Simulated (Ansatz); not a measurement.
**What uniaxial strain ε_xx = +2.69 % does to BeO**

Take BeO in the wurtzite structure (space group P6_3mc, No. 186; a = 2.712 Å, c = 4.405 Å) as the base. Axes: x lies along a and z along c of the hexagonal cell.

Modification: uniaxial strain ε_xx = +2.69 %, all other strain components held at zero, atoms relaxed at fixed cell.

Level of theory: PBE (Ansatz, a first-principles code, PAW, no spin-orbit coupling). Settings: 14×14×8 k-points, 0.05 eV Fermi–Dirac smearing.

```json
[
 {"quantity": "volume per atom", "base": "7.01 Å³", "changed": "7.20 Å³", "shift": "+0.19 Å³"},
 {"quantity": "space group", "base": "P6_3mc (No. 186)", "changed": "Cmc2_1 (No. 36)", "shift": "–"},
 {"quantity": "shortest interatomic distance", "base": "1.656 Å", "changed": "1.663 Å", "shift": "+0.007 Å"},
 {"quantity": "energy relative to the base (free energy F)", "base": "0 meV/atom", "changed": "+6.4 meV/atom", "shift": "+6.4 meV/atom"},
 {"quantity": "pressure (mean of the normal stresses, compression positive)", "base": "0.00 GPa", "changed": "-5.25 GPa", "shift": "-5.25 GPa"},
 {"quantity": "band gap", "base": "7.45 eV", "changed": "7.14 eV", "shift": "-0.31 eV"},
 {"quantity": "gap character", "base": "direct at Γ", "changed": "direct at Γ", "shift": "–"},
 {"quantity": "electron mass", "base": "0.53 mₑ along c, 0.60 mₑ across (at Γ)", "changed": "0.59 mₑ along y, 0.54 mₑ across (at Γ)", "shift": "–"},
 {"quantity": "valence-band top at Γ (three highest levels, from the VBM)", "base": "0.00, -0.04, -0.04 eV", "changed": "0.00, -0.04, -0.17 eV", "shift": "–"},
 {"quantity": "stress (xx, yy, zz, yz, xz, xy; compression positive)", "base": "–", "changed": "(-10.61, -2.97, -2.18, 0.00, 0.00, 0.00) GPa", "shift": "–"}
]
```

Effective masses come from finite differences of ±0.01 Å⁻¹. Stability against distortions was not tested. Labels are those of the standard path for the cell's own space group.
